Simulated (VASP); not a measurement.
Set up this calculation in VASP 6.6.1, as the native input.

```yaml
Task: single point
Functional: PBEsol
Potentials_or_basis: VASP PAW PBE potentials, release 64 (Hf_pv, O)
Cutoff: 520 eV
k_mesh: 8 × 8 × 8
Occupations: gaussian, width 0.02 eV
Spin: non-collinear spin, zero start, spin-orbit coupling
Starting_moments: "[[0.0, 0.0, 0.0], [0.0, 0.0, 0.0], [0.0, 0.0, 0.0]] μB"
Further_INCAR_settings: ALGO = Fast; EDIFF = 1e-06; NBANDS = 35
```

The structure of HfO2 lies in POSCAR:

```
HfO2
1.0
    0.0000000000      2.5093900000      2.5093900000
    2.5093900000      0.0000000000      2.5093900000
    2.5093900000      2.5093900000      0.0000000000
Hf O
1 2
Direct
    0.0000000000      0.0000000000      0.0000000000
    0.7500000000      0.7500000000      0.7500000000
    0.2500000000      0.2500000000      0.2500000000
```

Measurements of this composition are mostly on another form, of space group No. 14.

The input as run:

INCAR

```
PREC = Accurate
ENCUT = 520
EDIFF = 1E-6
ISMEAR = 0
SIGMA = 0.02
LREAL = False
LASPH = True
NELM = 100
ALGO = Fast
ISIF = 2
LWAVE = False
LCHARG = False
LNONCOLLINEAR = True
MAGMOM = 0 0 0 0 0 0 0 0 0
LORBIT = 11
LSORBIT = True
GGA_COMPAT = False
LMAXMIX = 4
GGA = PS
NBANDS = 35
```

KPOINTS

```
Automatic mesh
0
Gamma
  8 8 8
```

Potentials or basis: VASP PAW PBE potentials, release 64 (Hf_pv, O).

The run is started by

```console
$ cat potpaw_PBE.64/Hf_pv/POTCAR potpaw_PBE.64/O/POTCAR > POTCAR
$ mpirun -np 1 vasp_ncl > vasp.out
```

It gave:

* Pressure: 0.4 GPa
* Net moment: 0.00 μB per cell
* Valence electrons inside the program's atomic spheres: Hf 8.41; O 5.11

Caveat: the PAW data sets were made with another functional, which shifts forces and pressure a little.

Run time: 57 s on 1 thread of AMD EPYC 9R45 96-Core Processor (Zen 5) (shared host), peak memory 0.24 GiB.
